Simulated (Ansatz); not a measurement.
Stiffness of KCl from strained cells

```xyz
2
Lattice="3.6340 0.0000 0.0000 0.0000 3.6340 0.0000 0.0000 0.0000 3.6340" Properties=species:S:1:pos:R:3 pbc="T T T"
K     0.0000    0.0000    0.0000
Cl    1.8170    1.8170    1.8170
```

Atom numbers follow the list: K1, Cl2.

The cell is COD entry 1000050, as deposited and not checked against the literature; nothing was relaxed.

Method: DFT, PBE, all-electron LAPW, scalar-relativistic in Ansatz 0.2.0.

The runs use a Γ-centred 7×7×7 k mesh, Fermi–Dirac smearing of 0.01 eV, basis error target 1 meV/atom, no spin polarisation.

The unstrained cell is at 4.46 GPa. Large strains and very small stresses are left out. Each strain is applied once, with fractional coordinates held (clamped ions), and σ below is the change of stress, positive in tension. One finite strain gives stress–strain coefficients at this pressure with an error of the order of the strain times third-order constants, a few per cent for each per cent of strain.

Task: With z strained by +3 % at fixed volume, the run gives σzz − σxx = 2.29 GPa and εzz − εxx = 0.0447. Which stiffness follows?

Result: C11 − C12 = (σzz − σxx)/(εzz − εxx) = 51 GPa.

Task: Estimate the stiffness probed by this change, and the stress that it gives: x and y strained by +1.5 %, z held.

Result: σxx = 1.32 GPa, σzz = 0.57 GPa and εxx = εyy = 0.0150, so C12 = σzz/(2εxx) = 19 GPa and C11 + C12 = σxx/εxx = 88 GPa.

Task: What do those two numbers (x and y strained by +1.5 %, z held) give for C11, and is the cell stable to tetragonal shear?

Result: C11 = 88 − 19 = 69 GPa and C11 − C12 = 50 GPa: positive, so stable to it.
